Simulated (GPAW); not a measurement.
# Refractive index of KI at five laser lines from 1550 to 532 nm: a single-oscillator test with PBE and LDA

KI is an ionic crystal of closed-shell K⁺ and I⁻. Its highest filled bands come from iodine 5p, and its visible and near-infrared index is set mainly by virtual excitation of these electrons across a wide gap.

Our brief is a thin KI lens in a dry housing, with a focal length of 100 mm at 1064 nm. A second, pilot laser must come to a focus within 5 mm of the 1064 nm focus. Among the listed lines that meet this limit we prefer the shortest wavelength, because it can be focused to a smaller spot. The calculated quantity is the index n at each line, and each focal shift is measured against the 1064 nm row of the same functional. No measured index is shown in the table, so the comparison is between PBE and LDA.

## Calculations

The measured cell of a diffraction database, fixed. GPAW 26.7.0, plane waves with PAW (cutoff 450 eV), PBE and LDA, no spin polarisation, no spin-orbit coupling, clamped ions. RPA dielectric function with local fields on a k mesh of 12×12×12, Lorentzian broadening 0.1 eV; the rows are a selection of common laser wavelengths, read off the computed spectrum below 72 % of the smallest direct gap; n is the real part of √ε.

Notes on method and selection:

- Excitons and lattice vibrations are left out; a gap that is too small makes n too large and too dispersive.
- Spin-orbit coupling is left out; with atoms heavier than cadmium it mostly narrows gaps and raises ε∞.
- Runs that did not converge, have known faults or may not be shown are not listed, and runs on Ansatz's PAW sets soft_1 and soft_2 are kept to separate tables.

Columns:

- E² (eV²): square of the photon energy.
- E (eV): photon energy.
- n: refractive index.

## Table of results

| member | E² (eV²) | E (eV) | 1/(n² − 1), PBE | 1/(n² − 1), LDA | n, PBE | n, LDA |
| --- | --- | --- | --- | --- | --- | --- |
| 1550 nm | 0.64 | 0.80 | 0.6164 | 0.5690 | 1.619 | 1.661 |
| 1064 nm | 1.36 | 1.17 | 0.6083 | 0.5606 | 1.626 | 1.668 |
| 800 nm | 2.40 | 1.55 | 0.5965 | 0.5480 | 1.636 | 1.681 |
| 633 nm | 3.84 | 1.96 | 0.5798 | 0.5302 | 1.651 | 1.699 |
| 532 nm | 5.43 | 2.33 | 0.5606 | 0.5096 | 1.668 | 1.721 |

Least-squares fits to the whole series, with x = E² (eV²); R² and errors in the fitted variable (y, or ln y where the fit is in ln y):

| y | level | members | fit | R² | rms residual | leave-one-out rms | the same for the mean of the others |
| --- | --- | --- | --- | --- | --- | --- | --- |
| 1/(n² − 1) | PBE | 5 | y = 0.62414 − 0.011639 x | 1.00 | 2.9×10⁻⁴ | 6.2×10⁻⁴ | 0.025 |
| 1/(n² − 1) | LDA | 5 | y = 0.57739 − 0.012403 x | 1.00 | 3.8×10⁻⁴ | 8.3×10⁻⁴ | 0.027 |
| n | PBE | 5 | y = 1.61203 + 0.0102313 x | 1.00 | 4.0×10⁻⁴ | 8.0×10⁻⁴ | 0.022 |
| n | LDA | 5 | y = 1.6515 + 0.012604 x | 1.00 | 1.0×10⁻³ | 0.0021 | 0.027 |

## What drives the series

A single oscillator describes the computed index to a good approximation at the five listed lines. From 1550 to 532 nm the PBE value of 1/(n² − 1) falls from 0.6164 to 0.5606, while n rises from 1.619 to 1.668. When one line is left out, the straight line in E² recovers it with a typical error of 6.2×10⁻⁴, against 0.025 for the mean of the others. LDA gives 8.3×10⁻⁴ against 0.027.

The law follows from treating all the electronic transitions as one oscillator of energy E₀ and strength E_d:

n² − 1 = E_d E₀ / (E₀² − E²), so 1/(n² − 1) = E₀/E_d − E²/(E₀ E_d).

As the photon energy rises towards E₀ the denominator shrinks, the electrons respond more strongly, and n grows. The ratio of intercept to slope gives E₀²:

- PBE: E₀ = √(0.62414 / 0.011639) = 7.32 eV and E_d = 7.32 / 0.62414 = 11.7 eV.
- LDA: E₀ = √(0.57739 / 0.012403) = 6.82 eV and E_d = 6.82 / 0.57739 = 11.8 eV.

E₀ is an average over many transitions, weighted by their strength. It lies well above the gap and should not be read as the gap.

The two functionals use the same cell, so their difference is electronic. E_d is nearly equal in both, while E₀ is 7.32 − 6.82 = 0.50 eV lower in LDA, which also has the smaller gap. The lower oscillator energy therefore accounts for most of the higher LDA index, and also for its stronger dispersion: n rises by 0.060 over the series in LDA and by 1.668 − 1.619 = 0.049 in PBE.

## Where the trend breaks

Largest departures from the fit to the whole series:

| member | level | 1/(n² − 1) | fit | computed − fit | in rms residuals |
| --- | --- | --- | --- | --- | --- |
| 633 nm | PBE | 0.5798 | 0.5794 | +0.0004 | 1.2 |
| 532 nm | PBE | 0.5606 | 0.5609 | −0.0003 | 1.2 |
| 1550 nm | LDA | 0.5690 | 0.5695 | −0.0005 | 1.2 |
| 532 nm | LDA | 0.5096 | 0.5100 | −0.0004 | 1.1 |

No line departs from either fit by more than 1.2 rms residuals, and we see no reason to distrust a single row. The small departures do have a pattern, however: the PBE points at both ends lie below the straight line and the 633 nm point lies above it.

The slope shows the same thing. In PBE it is (0.5965 − 0.6083) / (2.40 − 1.36) = −0.0113 per eV² between 1064 and 800 nm, and (0.5606 − 0.5798) / (5.43 − 3.84) = −0.0121 per eV² between 633 and 532 nm. Between the same pairs of lines LDA steepens likewise, from −0.0121 to −0.0130 per eV².

This is the expected sign for a real solid. Its transitions are spread over a range of energies, and those nearest the gap gain weight as the photon energy rises, which a single oscillator cannot reproduce.

## Selection

For a thin lens the focal length is proportional to 1/(n − 1). With f₀ = 100 mm at 1064 nm, the pilot focus lies closer to the lens by

s = f₀ [1 − (n₁₀₆₄ − 1)/(n − 1)].

For 633 nm in PBE this is 100 × (1 − (1.626 − 1) / (1.651 − 1)) = 3.8 mm. The four candidates give:

- 1550 nm: −1.1 mm in PBE and −1.1 mm in LDA (focus farther from the lens)
- 800 nm: 1.6 mm and 100 × (1 − (1.668 − 1) / (1.681 − 1)) = 1.9 mm
- 633 nm: 3.8 mm and 100 × (1 − (1.668 − 1) / (1.699 − 1)) = 4.4 mm
- 532 nm: 6.3 mm and 100 × (1 − (1.668 − 1) / (1.721 − 1)) = 7.4 mm

Both functionals pass the first three lines and reject 532 nm. On these indices, with no correction for the small gap or for electron–hole attraction, **the pick is 633 nm**, and the runner-up is 800 nm, which has more margin but a longer wavelength.

The agreement of PBE and LDA does not measure their common error. Both make the gap of an alkali halide too small, in KI by roughly 2 eV in PBE and by somewhat more in LDA. If we raise the PBE oscillator energy by 2 eV, to 7.32 + 2 = 9.32 eV, and keep E_d at 11.7 eV, as for a rigid shift of the empty bands that leaves the dipole matrix elements unchanged, the formula gives n = √(1 + 11.7 × 9.32 / (9.32² − 1.36)) = 1.508 at 1064 nm and n = √(1 + 11.7 × 9.32 / (9.32² − 5.43)) = 1.529 at 532 nm. The shift at 532 nm is then 100 × (1 − (1.508 − 1) / (1.529 − 1)) = 4.0 mm, which is inside the limit.

In this one-oscillator estimate, the gap correction alone is enough to overturn the pick in favour of 532 nm. The attraction between electron and hole, which is also missing, acts the other way: it moves absorption strength to lower energy and adds dispersion, by an amount we have not estimated. Spin-orbit coupling brings no further narrowing to set against the 2 eV. That figure is the distance from a gap calculated without the coupling to the measured gap, which already contains it. A rigid shift does not, however, describe how the coupling splits the iodine 5p bands and redistributes their absorption.

Converged LDA runs with a rigid shift of the empty bands (smaller than 2 eV), with the ALDA kernel, and with the bootstrap kernel on shifted bands are left out of the table and are not used here. The estimate is therefore not checked against a computed spectrum, and whether 532 nm is really outside the limit remains open.

The pick would fail in the other direction if the true dispersion were larger. At the PBE index for 1064 nm, the 5 mm limit allows n to rise by (1.626 − 1) / (1 − 5 / 100) − (1.626 − 1) = 0.033, whereas PBE gives a rise of 0.025 at 633 nm. Dispersion about a third stronger than in PBE would therefore hand the choice to 800 nm. An index measured at 1064, 633 and 532 nm on the same crystal would decide the matter.

## Closing remarks

At the five lines, between 0.80 and 2.33 eV, one oscillator describes the calculated index of KI to within 0.001 in n, with a slight steepening towards 532 nm. This supports the single-oscillator form for the computed dispersion, but it does not test the absolute index.

The error from the small gap is probably larger than the PBE spread of 0.049: in the one-oscillator estimate, correcting it lowers n at 1064 nm by 1.626 − 1.508 = 0.118. Including the electron–hole attraction would raise n, by an amount not estimated here. Since the two act in opposite directions, close agreement with a measured index could come from cancellation. For the same reason, 633 nm is the choice of the uncorrected calculations, and only measured dispersion can settle it against 532 nm.
